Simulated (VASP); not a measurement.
# CdTe (F-43m) in VASP: a series of runs

The runs below take CdTe through single point, with PBE0.

Program: VASP 6.6.1. These are calculated values, not measurements. Logs are shortened: lines on timing, memory, paths and dates and some standing lists are left out, and cuts for length are marked.

## (1) The structure

The structure is cubic, space group F-43m (No. 216). Conventional cell: a = 6.410 Å, b = 6.410 Å, c = 6.410 Å, α = 90.00°, β = 90.00°, γ = 90.00°. Te (site symmetry -43m) has 4 Cd at 2.78 Å as nearest neighbours. Cd (site symmetry -43m) is surrounded by 4 Te at 2.78 Å.

## (2) Single point, PBE0

POSCAR reads:

```
CdTe
1.0
    0.0000000000      3.2050000000      3.2050000000
    3.2050000000      0.0000000000      3.2050000000
    3.2050000000      3.2050000000      0.0000000000
Te Cd
1 1
Direct
    0.7500000000      0.7500000000      0.7500000000
    0.0000000000      0.0000000000      0.0000000000
```

INCAR.step1 reads:

```
SYSTEM = CdTe
ALGO     = Normal         ! electronic algorithm
EDIFF    = 1E-5           ! SCF threshold, eV
ENCUT    = 400            ! plane-wave cutoff, eV
GGA      = PE             ! functional
ISIF     = 2              ! what is computed and relaxed
ISMEAR   = 0              ! smearing method
LASPH    = .TRUE.         ! aspherical terms in the spheres
LCHARG   = .FALSE.        ! write CHGCAR
LREAL    = .FALSE.        ! projectors in reciprocal space
LWAVE    = .TRUE.         ! write WAVECAR
NBANDS   = 17             ! bands
NELM     = 100            ! most SCF steps
NKRED    = 1            
PREC     = Accurate       ! precision mode
SIGMA    = 0.01           ! smearing width, eV
```

INCAR.step2 reads:

```
SYSTEM = CdTe
AEXX     = 0.25           ! exact-exchange fraction
ALGO     = Normal         ! electronic algorithm
EDIFF    = 1E-6           ! SCF threshold, eV
ENCUT    = 400            ! plane-wave cutoff, eV
GGA      = PE             ! functional
ISIF     = 2              ! what is computed and relaxed
ISMEAR   = 0              ! smearing method
ISTART   = 1            
LASPH    = .TRUE.         ! aspherical terms in the spheres
LCHARG   = .FALSE.        ! write CHGCAR
LHFCALC  = .TRUE.         ! exact exchange
LREAL    = .FALSE.        ! projectors in reciprocal space
LWAVE    = .FALSE.        ! write WAVECAR
NBANDS   = 17             ! bands
NELM     = 100            ! most SCF steps
NKRED    = 1            
PREC     = Accurate       ! precision mode
PRECFOCK = Fast         
SIGMA    = 0.01           ! smearing width, eV
```

KPOINTS reads:

```
k-points
0
G
  2 2 2
  0 0 0
```

Potentials or basis: VASP PAW PBE potentials, release 64 (Te, Cd).

Command:

```console
cat potpaw_PBE.64/Te/POTCAR potpaw_PBE.64/Cd/POTCAR > POTCAR
cp INCAR.step1 INCAR
mpirun -np 1 vasp_std > vasp.out
cp INCAR.step2 INCAR
mpirun -np 1 vasp_std > vasp.out
```

OUTCAR:

```text
SYSTEM = CdTe
   AEXX = 0.25
   EDIFF = 1E-6
   ENCUT = 400
   GGA = PE
   ISIF = 2
   ISMEAR = 0
   ISTART = 1
   LASPH = .TRUE.
   LHFCALC = .TRUE.
   LREAL = .FALSE.
   NELM = 100
   NKRED = 1
   PREC = Accurate
   PRECFOCK = Fast

 Found      3 irreducible k-points:

 Following reciprocal coordinates:
            Coordinates               Weight
  0.000000  0.000000  0.000000      1.000000
  0.500000  0.000000  0.000000      4.000000
  0.500000  0.500000  0.000000      3.000000
   k-points           NKPTS =      3   k-points in BZ     NKDIM =      8   number of bands    NBANDS=     17
   number of dos      NEDOS =    301   number of ions     NIONS =      2
   total plane-waves  NPLWV =  27000
   dimension x,y,z NGX =    30 NGY =   30 NGZ =   30
   dimension x,y,z NGXF=    60 NGYF=   60 NGZF=   60
   ions per type =               1   1
   NGX,Y,Z   is equivalent  to a cutoff of  11.00, 11.00, 11.00 a.u.
   NGXF,Y,Z  is equivalent  to a cutoff of  22.01, 22.01, 22.01 a.u.
 SYSTEM =  CdTe
   PREC   = accura    normal or accurate (medium, high low for compatibility)
   ISTART =      1    job   : 0-new  1-cont  2-samecut
   ICHARG =      0    charge: 1-file 2-atom 10-const
   ISPIN  =      1    spin polarized calculation?
   LNONCOLLINEAR =      F non collinear calculations
   LSORBIT =      F    spin-orbit coupling
   LASPH  =      T    aspherical Exc in radial PAW
   ENCUT  =  400.0 eV  29.40 Ry    5.42 a.u.   7.39  7.39  7.39*2*pi/ulx,y,z
   NELM   =    100;   NELMIN=  2; NELMDL=  0     # of ELM steps
   EDIFF  = 0.1E-05   stopping-criterion for ELM
   LREAL  =      F    real-space projection
   EDIFFG = 0.1E-04   stopping-criterion for IOM
   NSW    =      0    number of steps for IOM
   IBRION =     -1    ionic relax: 0-MD 1-quasi-New 2-CG
   NFREE  =      0    steps in history (QN), initial steepest desc. (CG)
   ISIF   =      2    stress and relaxation
   ISYM   =      3    0-nonsym 1-usesym 2-fastsym
   POTIM  = 0.5000    time-step for ionic-motion
   TEBEG  =    0.0;   TEEND  =   0.0 temperature during run
   PSTRESS=    0.0 pullay stress
   NELECT =      18.0000    total number of electrons
   NUPDOWN=      -1.0000    fix difference up-down
   EMIN   =  10.00;   EMAX   =-10.00  energy-range for DOS
   EFERMI =   0.00;   METHOD = LEGACY
   ISMEAR =     0;   SIGMA  =   0.01  broadening in eV -4-tet -1-fermi 0-gaus
   EFERMI_NEDOS =   21; number of points for ismear=-14 and -15
   IALGO  =     38    algorithm
   IMIX   =      1    mixing-type and parameters
     AMIX     =   0.40;   BMIX     =  1.00
     AMIX_MAG =   1.60;   BMIX_MAG =  1.00
  volume/ion in A,a.u.               =      32.92       222.17
  Fermi-wavevector in a.u.,A,eV,Ry     =   1.062497  2.007828 15.359610  1.128899
  Thomas-Fermi vector in A             =   2.197950
   LORBIT       =      0    0 simple, 1 ext, 2 COOP (PROOUT), +10 PAW based schemes
   GGA     = PE    functional components
   LHFCALC =     T    Hartree Fock is set to
   PRECFOCK=fast      Normal, Fast or Accurate (Low or Medium for compatibility)
   ENCUT4O =  -1.0   cutoff for four orbital integrals eV
   NKREDX  =     1    reduce k-point grid by
   NKREDY  =     1    reduce k-point grid by
   NKREDZ  =     1    reduce k-point grid by
   AEXX    =    0.2500 exact exchange contribution
   HFSCREEN=    0.0000 screening length (either q_TF or 0.3 A-1)
   HFSCREENC=   0.0000 screening length for correlation (either q_TF or 0.3 A-1)
   ENCUTFOCK=  -1.0 apply spherical cutoff to Coloumb kernel
   IVDW    =     0    specifies the selected vdW correction
   LEPSILON=     F    determine dielectric tensor
   LRPA    =     F    only Hartree local field effects (RPA)
 non-spin polarized calculation
 Gauss-broadening in eV      SIGMA  =   0.01
  energy-cutoff  :      400.00
  volume of cell :       65.84
 maximum number of plane-waves:      1243
 NGX is ok and might be reduce to    30
  NGX = 16; NGY = 16; NGZ = 16

 number of electron      18.0000011 magnetization

 Free energy of the ion-electron system (eV)
  ---------------------------------------------------
  ext. energy  EPLUGINS =         0.00000000
  ---------------------------------------------------
  free energy    TOTEN  =        -5.55297297 eV

  energy without entropy =       -5.55297297  energy(sigma->0) =       -5.55297297

 E-fermi :   1.9350     XC(G=0):  -6.7826

 val. band max:        1.8304632345   @ k =   0.0000   0.0000   0.0000
 cond. band min:       4.4920140195   @ k =   0.0000   0.0000   0.0000
 fundamental gap:      2.6615507851
 Fermi energy:         1.9350107498

 k-point     1 :       0.0000    0.0000    0.0000
  band No.  band energies     occupation
      1     -10.3254      2.00000
      2      -8.0369      2.00000
      3      -8.0369      2.00000
      4      -8.0368      2.00000
      5      -7.7580      2.00000
      6      -7.7580      2.00000
[... 9 lines left out ...]
     16      13.0674      0.00000
     17      13.7592      0.00000

 k-point     2 :       0.5000    0.0000    0.0000
  band No.  band energies     occupation
      1      -9.9493      2.00000
      2      -7.9684      2.00000
      3      -7.9684      2.00000
      4      -7.7479      2.00000
      5      -7.7478      2.00000
      6      -7.2129      2.00000
[... 9 lines left out ...]
     16      14.1644      0.00000
     17      15.4066      0.00000

 k-point     3 :       0.5000    0.5000    0.0000
  band No.  band energies     occupation
      1      -9.8480      2.00000
      2      -7.8631      2.00000
      3      -7.8631      2.00000
      4      -7.8584      2.00000
      5      -7.7251      2.00000
      6      -6.9840      2.00000
[... 9 lines left out ...]
     16      15.4724      0.00000
     17      15.4724      0.00000

------------------------ aborting loop because EDIFF is reached ----------------------------------------

  FORCE on cell =-STRESS in cart. coord.  units (eV):
  Direction    XX          YY          ZZ          XY          YZ          ZX
  --------------------------------------------------------------------------------------
  -------------------------------------------------------------------------------------
  Total        2.6467606      2.6467606      2.6467606      0.0000000      0.0000000      0.0000000
  in kB       64.4037479     64.4037479     64.4037479      0.0000000      0.0000000      0.0000000
  external PRESSURE =      64.4037479 kB  Pullay stress =       0.0000000 kB

 VOLUME and BASIS-vectors are now :
 -----------------------------------------------------------------------------
  energy-cutoff  :      400.00
  volume of cell :       65.84
      direct lattice vectors                 reciprocal lattice vectors
     0.000000000  3.205000000  3.205000000    -0.156006240  0.156006240  0.156006240
     3.205000000  0.000000000  3.205000000     0.156006240 -0.156006240  0.156006240
     3.205000000  3.205000000  0.000000000     0.156006240  0.156006240 -0.156006240

 POSITION                                       TOTAL-FORCE (eV/Angst)
 -----------------------------------------------------------------------------------
      4.80750      4.80750      4.80750         0.000000      0.000000      0.000000
      0.00000      0.00000      0.00000        -0.000000     -0.000000     -0.000000
 -----------------------------------------------------------------------------------
    total drift:                               -0.000162     -0.000055     -0.000079

  FREE ENERGIE OF THE ION-ELECTRON SYSTEM (eV)
  ---------------------------------------------------
  free  energy   TOTEN  =        -5.5529729709 eV

  energy  without entropy=       -5.5529729709  energy(sigma->0) =       -5.55297297
```

It took 29 s on 1 thread of Intel Xeon Platinum 8259CL at 2.50GHz (Skylake/Cascade Lake), shared host; peak memory 0.16 GiB.

These settings aren't checked as converged: the numbers below hold their error.

Results:

```
Free energy            : -5.5530 eV
Pressure               : 6.4 GPa
Band gap on the k mesh : 2.66 eV, direct
```

Caveat: the k mesh is coarse (spacing up to 0.85 Å⁻¹), so the values aren't converged, least of all with exact exchange; the PAW data sets were made with another functional, which shifts forces and pressure a little; spin-orbit coupling is left out, which moves the levels of the heavy elements.

## (3) Single point, PBE0

POSCAR is that of step 2.

Edit INCAR.step1 of step 2 so:

```diff
@@ -3,3 +3,3 @@
 EDIFF    = 1E-5           ! SCF threshold, eV
-ENCUT    = 400            ! plane-wave cutoff, eV
+ENCUT    = 520            ! plane-wave cutoff, eV
 GGA      = PE             ! functional
```

Edit INCAR.step2 of step 2 so:

```diff
@@ -4,3 +4,3 @@
 EDIFF    = 1E-6           ! SCF threshold, eV
-ENCUT    = 400            ! plane-wave cutoff, eV
+ENCUT    = 520            ! plane-wave cutoff, eV
 GGA      = PE             ! functional
```

KPOINTS is that of step 2.

Potentials or basis: VASP PAW PBE potentials, release 64 (Te, Cd).

Command:

```console
cat potpaw_PBE.64/Te/POTCAR potpaw_PBE.64/Cd/POTCAR > POTCAR
cp INCAR.step1 INCAR
mpirun -np 1 vasp_std > vasp.out
cp INCAR.step2 INCAR
mpirun -np 1 vasp_std > vasp.out
```

OUTCAR:

```text
SYSTEM = CdTe
   AEXX = 0.25
   EDIFF = 1E-6
   ENCUT = 520
   GGA = PE
   ISIF = 2
   ISMEAR = 0
   ISTART = 1
   LASPH = .TRUE.
   LHFCALC = .TRUE.
   LREAL = .FALSE.
   NELM = 100
   NKRED = 1
   PREC = Accurate
   PRECFOCK = Fast

 Found      3 irreducible k-points:

 Following reciprocal coordinates:
            Coordinates               Weight
  0.000000  0.000000  0.000000      1.000000
  0.500000  0.000000  0.000000      4.000000
  0.500000  0.500000  0.000000      3.000000
   k-points           NKPTS =      3   k-points in BZ     NKDIM =      8   number of bands    NBANDS=     17
   number of dos      NEDOS =    301   number of ions     NIONS =      2
   total plane-waves  NPLWV =  46656
   dimension x,y,z NGX =    36 NGY =   36 NGZ =   36
   dimension x,y,z NGXF=    72 NGYF=   72 NGZF=   72
   ions per type =               1   1
   NGX,Y,Z   is equivalent  to a cutoff of  13.20, 13.20, 13.20 a.u.
   NGXF,Y,Z  is equivalent  to a cutoff of  26.41, 26.41, 26.41 a.u.
 SYSTEM =  CdTe
   PREC   = accura    normal or accurate (medium, high low for compatibility)
   ISTART =      1    job   : 0-new  1-cont  2-samecut
   ICHARG =      0    charge: 1-file 2-atom 10-const
   ISPIN  =      1    spin polarized calculation?
   LNONCOLLINEAR =      F non collinear calculations
   LSORBIT =      F    spin-orbit coupling
   LASPH  =      T    aspherical Exc in radial PAW
[... 62 lines left out ...]
 val. band max:        1.8298719576   @ k =   0.0000   0.0000   0.0000
 cond. band min:       4.4930582597   @ k =   0.0000   0.0000   0.0000
 fundamental gap:      2.6631863021
 Fermi energy:         1.9346578725

 k-point     1 :       0.0000    0.0000    0.0000
  band No.  band energies     occupation
      1     -10.3254      2.00000
      2      -8.0392      2.00000
      3      -8.0392      2.00000
      4      -8.0392      2.00000
      5      -7.7604      2.00000
      6      -7.7604      2.00000
[... 37 lines left out ...]
      4      -7.8615      2.00000
      5      -7.7280      2.00000
      6      -6.9863      2.00000
[... 9 lines left out ...]
     16      15.4716      0.00000
     17      15.4716      0.00000

------------------------ aborting loop because EDIFF is reached ----------------------------------------

  FORCE on cell =-STRESS in cart. coord.  units (eV):
  Direction    XX          YY          ZZ          XY          YZ          ZX
  --------------------------------------------------------------------------------------
  -------------------------------------------------------------------------------------
  Total        2.7936833      2.7936833      2.7936833      0.0000000      0.0000000      0.0000000
  in kB       67.9788260     67.9788260     67.9788260      0.0000000      0.0000000      0.0000000
  external PRESSURE =      67.9788260 kB  Pullay stress =       0.0000000 kB

 VOLUME and BASIS-vectors are now :
 -----------------------------------------------------------------------------
  energy-cutoff  :      520.00
  volume of cell :       65.84
      direct lattice vectors                 reciprocal lattice vectors
     0.000000000  3.205000000  3.205000000    -0.156006240  0.156006240  0.156006240
     3.205000000  0.000000000  3.205000000     0.156006240 -0.156006240  0.156006240
     3.205000000  3.205000000  0.000000000     0.156006240  0.156006240 -0.156006240

 POSITION                                       TOTAL-FORCE (eV/Angst)
 -----------------------------------------------------------------------------------
      4.80750      4.80750      4.80750        -0.000000     -0.000000     -0.000000
      0.00000      0.00000      0.00000         0.000000      0.000000      0.000000
 -----------------------------------------------------------------------------------
    total drift:                               -0.000101     -0.000078     -0.000084

  FREE ENERGIE OF THE ION-ELECTRON SYSTEM (eV)
  ---------------------------------------------------
  free  energy   TOTEN  =        -5.5569197080 eV

  energy  without entropy=       -5.5569197080  energy(sigma->0) =       -5.55691971
```

Run time: 32 s. Hardware: 1 thread of Intel Xeon Platinum 8259CL at 2.50GHz (Skylake/Cascade Lake), shared host; peak memory 0.2 GiB.

These settings aren't checked as converged: the numbers below hold their error.

Results:

| Item | Value |
| --- | --- |
| Free energy | -5.5569 eV |
| Pressure | 6.8 GPa |
| Band gap on the k mesh | 2.66 eV, direct |

Caveat: the k mesh is coarse (spacing up to 0.85 Å⁻¹), so the values aren't converged, least of all with exact exchange; the PAW data sets were made with another functional, which shifts forces and pressure a little; spin-orbit coupling is left out, which moves the levels of the heavy elements.

## (4) Single point, PBE0

POSCAR is that of step 3.

Edit INCAR.step1 of step 3 so:

```diff
@@ -3,3 +3,3 @@
 EDIFF    = 1E-5           ! SCF threshold, eV
-ENCUT    = 520            ! plane-wave cutoff, eV
+ENCUT    = 400            ! plane-wave cutoff, eV
 GGA      = PE             ! functional
@@ -13,3 +13,3 @@
 NELM     = 100            ! most SCF steps
-NKRED    = 1            
+NKRED    = 3            
 PREC     = Accurate       ! precision mode
```

Edit INCAR.step2 of step 3 so:

```diff
@@ -4,3 +4,3 @@
 EDIFF    = 1E-6           ! SCF threshold, eV
-ENCUT    = 520            ! plane-wave cutoff, eV
+ENCUT    = 400            ! plane-wave cutoff, eV
 GGA      = PE             ! functional
@@ -16,3 +16,3 @@
 NELM     = 100            ! most SCF steps
-NKRED    = 1            
+NKRED    = 3            
 PREC     = Accurate       ! precision mode
```

KPOINTS reads:

```
k-points
0
G
  3 3 3
  0 0 0
```

Command:

```console
cat potpaw_PBE.64/Te/POTCAR potpaw_PBE.64/Cd/POTCAR > POTCAR
cp INCAR.step1 INCAR
mpirun -np 1 vasp_std > vasp.out
cp INCAR.step2 INCAR
mpirun -np 1 vasp_std > vasp.out
```

It took 18 s on 1 thread of Intel Xeon Platinum 8259CL at 2.50GHz (Skylake/Cascade Lake), shared host; peak memory 0.16 GiB.

These settings aren't checked as converged: the numbers below hold their error.

What came out:

```
Free energy            : -8.4824 eV
Pressure               : 0.4 GPa
Band gap on the k mesh : 3.70 eV, direct
```

Caveat: the k mesh is coarse (spacing up to 0.57 Å⁻¹), so the values aren't converged, least of all with exact exchange; the PAW data sets were made with another functional, which shifts forces and pressure a little; spin-orbit coupling is left out, which moves the levels of the heavy elements.

## (5) Single point, PBE0

POSCAR is that of step 4.

Edit INCAR.step1 of step 4 so:

```diff
@@ -13,3 +13,3 @@
 NELM     = 100            ! most SCF steps
-NKRED    = 3            
+NKRED    = 1            
 PREC     = Accurate       ! precision mode
```

Edit INCAR.step2 of step 4 so:

```diff
@@ -16,5 +16,5 @@
 NELM     = 100            ! most SCF steps
-NKRED    = 3            
+NKRED    = 1            
 PREC     = Accurate       ! precision mode
-PRECFOCK = Fast         
+PRECFOCK = Normal       
 SIGMA    = 0.01           ! smearing width, eV
```

KPOINTS is that of step 4.

Command:

```console
cat potpaw_PBE.64/Te/POTCAR potpaw_PBE.64/Cd/POTCAR > POTCAR
cp INCAR.step1 INCAR
mpirun -np 1 vasp_std > vasp.out
cp INCAR.step2 INCAR
mpirun -np 1 vasp_std > vasp.out
```

Wall time 1.7 min (1 thread of Intel Xeon Platinum 8259CL at 2.50GHz (Skylake/Cascade Lake), shared host); peak memory 0.17 GiB.

These settings aren't checked as converged: the numbers below hold their error.

What came out:

```
Free energy            : -6.3862 eV
Pressure               : 3.6 GPa
Band gap on the k mesh : 2.46 eV, direct
```

Caveat: the k mesh is coarse (spacing up to 0.57 Å⁻¹), so the values aren't converged, least of all with exact exchange; the PAW data sets were made with another functional, which shifts forces and pressure a little; spin-orbit coupling is left out, which moves the levels of the heavy elements.

## (6) Single point, PBE0

POSCAR is that of step 5.

Edit INCAR.step1 of step 5 so:

```diff
@@ -3,3 +3,3 @@
 EDIFF    = 1E-5           ! SCF threshold, eV
-ENCUT    = 400            ! plane-wave cutoff, eV
+ENCUT    = 520            ! plane-wave cutoff, eV
 GGA      = PE             ! functional
```

Edit INCAR.step2 of step 5 so:

```diff
@@ -4,3 +4,3 @@
 EDIFF    = 1E-6           ! SCF threshold, eV
-ENCUT    = 400            ! plane-wave cutoff, eV
+ENCUT    = 520            ! plane-wave cutoff, eV
 GGA      = PE             ! functional
@@ -18,3 +18,3 @@
 PREC     = Accurate       ! precision mode
-PRECFOCK = Normal       
+PRECFOCK = Fast         
 SIGMA    = 0.01           ! smearing width, eV
```

KPOINTS is that of step 5.

Potentials or basis: VASP PAW PBE potentials, release 64 (Te, Cd).

Command:

```console
cat potpaw_PBE.64/Te/POTCAR potpaw_PBE.64/Cd/POTCAR > POTCAR
cp INCAR.step1 INCAR
mpirun -np 1 vasp_std > vasp.out
cp INCAR.step2 INCAR
mpirun -np 1 vasp_std > vasp.out
```

It took 70 s on 1 thread of Intel Xeon Platinum 8259CL at 2.50GHz (Skylake/Cascade Lake), shared host; peak memory 0.2 GiB.

The run converged, but some of its settings lie outside the range that counts as converged, so its numbers aren't taken as properties of the crystal.

Results:

| Property | Result |
| --- | --- |
| Free energy | -6.3890 eV |
| Pressure | 3.9 GPa |
| Band gap on the k mesh | 2.46 eV, direct |

Caveat: the k mesh is coarse (spacing up to 0.57 Å⁻¹), so the values aren't converged, least of all with exact exchange; the PAW data sets were made with another functional, which shifts forces and pressure a little; spin-orbit coupling is left out, which moves the levels of the heavy elements.
